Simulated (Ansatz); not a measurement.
A relaxed cell of SiO₂ is given with its symmetry left out. The cell was found from a structure generator's guess, not taken from experiment.

Theory: DFT PBE, scalar-relativistic, plane waves, PAW in Ansatz. Cutoff 420 eV, Γ-centred mesh, Gaussian smearing, no spin polarisation.

```
CELL_PARAMETERS angstrom
5.29043 0.00000 0.00000
0.00000 2.81333 0.00000
0.00000 0.00000 6.29869
ATOMIC_POSITIONS crystal
Si 0.75000 0.00000 0.85164
Si 0.25000 0.00000 0.14836
O 0.75000 0.50000 0.71395
O 0.25000 0.50000 0.28605
O 0.00000 0.00000 0.00000
O 0.50000 0.00000 0.00000
```

Formation energies are uncorrected and refer to the elements' standard structures at the same level (O₂ as a molecule).

(1) What space group does it have?

(2) What is its formation energy per atom?

(3) Is it a metal?

(4) From what recipe could a structure generator have reached it?

Results:

(1) Pmma (No. 51). Conventional cell: a = 5.290 Å, b = 2.813 Å, c = 6.299 Å. Around Si lie 4 O at 1.62–1.65 Å; around O on a site of symmetry mm2 lie 2 Si at 1.65 Å; around O on a site of symmetry 2/m lie 2 Si at 1.62 Å.

(2) −2.661 eV/atom. A negative formation energy is needed for stability but isn't enough: competing phases decide.

(3) No, the gap on the 4×8×4 mesh is 5.21 eV.

(4) One such recipe: ordered vacancies on the anion sites of rhenium trioxide (Pmma, No. 51). Other recipes can lead to the same cell.

The last run used a 4×8×4 mesh (in the run's order of axes) for its 6-atom cell and Gaussian smearing of 0.02 eV. No dispersion correction is applied, so the spacing and binding between layers, chains or molecules are poorly described. Kohn–Sham gaps at this level usually fall short of measured ones. A structure relaxed within its symmetry needn't be a true minimum.
